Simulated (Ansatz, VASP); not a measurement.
## P: VASP beside Ansatz

```xyz
8
Lattice="6.7311 0.0000 0.0000 -3.3655 5.8293 0.0000 0.0000 0.0000 3.7875" Properties=species:S:1:pos:R:3 pbc="T T T"
P     4.7795    1.1267    1.8937
P     3.3655    3.5758    1.8937
P     1.9516    1.1267    1.8937
P    -1.4140    4.7025    1.8937
P     0.0000    2.2535    1.8937
P     1.4140    4.7025    1.8937
P     0.0000    3.8862    0.0000
P     3.3655    1.9431    0.0000
```

Alike in both runs: functional PBE; k mesh 3 × 3 × 6; occupations gaussian, width 0.1 eV; no spin polarisation.

Ansatz relaxed the structure, and its values are those at the end. VASP's run is a single point on that final structure, the one shown.

```csv
,VASP,Ansatz
version,VASP 6.6.1,Ansatz 0.2.0
potentials or method,"VASP PAW PBE potentials, release 64 (P)","scalar-relativistic, plane waves, PAW"
plane-wave cutoff (eV),520,420
valence electrons in the cell,40,40
```

Ansatz gave:

| Property | Result |
| --- | --- |
| gap on the k mesh at the Fermi level (eV) | none |
| pressure (GPa) | 0.0 |
| rms of the force components (eV/Å) | 0.001 |

Estimate VASP's values.

gap on the k mesh at the Fermi level (eV): none; pressure (GPa): -0.2; rms of the force components (eV/Å): 0.012.

A gap of «none» marks a metal or a gap that the smearing closes.
